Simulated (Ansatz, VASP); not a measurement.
**BaTe: VASP beside Ansatz**

Contents of POSCAR:

```
BaTe
1.0
    4.2448181569      0.0000000000      0.0000000000
    0.0000000000      4.2448181569      0.0000000000
    0.0000000000      0.0000000000      4.0330017309
Ba Te
1 1
Direct
    0.0000000000      0.0000000000      0.0000000000
    0.5000000000      0.5000000000      0.5000000000
```

INCAR.step1

```
SYSTEM = BaTe
ALGO = Normal ; EDIFF = 1E-4
ENCUT = 520 ; GGA = PE
ISMEAR = 0 ; LASPH = .TRUE.
LCHARG = .FALSE. ; LREAL = .FALSE.
LWAVE = .TRUE. ; NBANDS = 15
NELM = 100 ; PREC = Accurate
SIGMA = 0.01
```

Contents of INCAR.step2:

```
SYSTEM = BaTe
ALGO = Normal ; EDIFF = 1E-6
ENCUT = 520 ; ISIF = 2
ISMEAR = 0 ; ISTART = 1
LASPH = .TRUE. ; LCHARG = .TRUE.
LELF = .TRUE. ; LMIXTAU = .TRUE.
LREAL = .FALSE. ; LVHAR = .TRUE.
LWAVE = .FALSE. ; METAGGA = R2SCAN
NBANDS = 15 ; NELM = 100
PREC = Accurate ; SIGMA = 0.01
```

KPOINTS

```
k-points
0
G
  6 6 6
  0 0 0
```

Input for Ansatz:

```yaml
crystal:
  lattice:
    - [4.2448181569, 0.0, 0.0]
    - [0.0, 4.2448181569, 0.0]
    - [0.0, 0.0, 4.0330017309]
  atoms:
    - { symbol: Ba, position: [0.0, 0.0, 0.0] }
    - { symbol: Te, position: [0.5, 0.5, 0.5] }
kpoints:
  mp_grid: { grid: [6, 6, 6] }
  band_path:
    path: [[0.0, 0.0, 0.0], [0.0, 0.5, 0.0], [0.5, 0.5, 0.0], [0.5, 0.5, 0.5]]
    npoints: 1
hamiltonian:
  xc: r2scan
scf:
  occupations: { method: fixed }
  n_extra_bands: 4
output:
  forces: true
  stress: true
  eigenvalues: true
```

Change from the starting cell: uniaxial_z strain -5.0%.

Alike in both runs: task single point; functional r2SCAN; k mesh 6 × 6 × 6; no spin polarisation.

|  | VASP | Ansatz |
| --- | --- | --- |
| version | VASP 6.6.1 | Ansatz 0.2.0 |
| potentials or method | VASP PAW PBE potentials, release 64 (Ba_sv, Te) | plane waves, PAW |
| plane-wave cutoff (eV) | 520 | 500 |
| occupations | gaussian, width 0.01 eV | fixed |
| valence electrons in the cell | 16 | 26 |

VASP gave:

* gap on the k mesh at the Fermi level (eV): 0.61
* pressure (GPa): 2.5
* largest component of the traceless stress (GPa): 2.83

Task: What did Ansatz give for the same quantities?

Result: gap on the k mesh at the Fermi level (eV): 0.72; pressure (GPa): 1.9; largest component of the traceless stress (GPa): 2.81.

The two sets of potentials don't hold the same shells in valence.

Caveats: the PAW data sets were made with another functional, which shifts forces and pressure a little (VASP); spin-orbit coupling is left out, which moves the levels of the heavy elements. A k mesh can miss the band edges.
